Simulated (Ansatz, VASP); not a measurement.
**One calculation of PtSe2, two programs**

```
Pt Se
1.0
     3.67653    0.00000    0.00000
    -1.83826    3.18397    0.00000
     0.00000    0.00000    6.37131
Pt Se
1 2
Direct
  0.00000 0.00000 0.00000
  0.66667 0.33333 0.78847
  0.33333 0.66667 0.21153
```

Change from the starting cell: equal strain along all axes, cell held, atoms relaxed: -2.0 %.

Alike in both runs: functional PBE; k mesh 12 × 12 × 4; occupations gaussian, width 0.02 eV; no spin polarisation.

Ansatz relaxed the structure, and its values are those at the end. VASP's run is a single point on that final structure, the one shown.

|  | VASP | Ansatz |
| --- | --- | --- |
| version | VASP 6.6.1 | Ansatz 0.2.0 |
| potentials or method | VASP PAW PBE potentials, release 64 (Pt, Se) | scalar-relativistic, plane waves, PAW |
| plane-wave cutoff (eV) | 520 | 420 |
| valence electrons in the cell | 22 | 50 |

```tsv
	VASP	Ansatz	Ansatz less VASP
gap on the k mesh at the Fermi level (eV)	0.90	0.92	+0.011
least direct gap on the mesh (eV)	1.07	1.08	+0.010
pressure (GPa)	2.2	2.2	+0.02
rms of the force components (eV/Å)	0.003	0.003	+0.0004
```

The functional is the same, so the differences come from potentials, cutoffs and numerics. The two sets of potentials don't hold the same shells in valence. Ansatz warned: «stress_scf_threshold_loose».

Caveats: spin-orbit coupling is left out, which moves the levels of the heavy elements; this functional lacks dispersion, which binds the layers, so the pressure and a relaxed spacing across them are unreliable. A k mesh can miss the band edges.
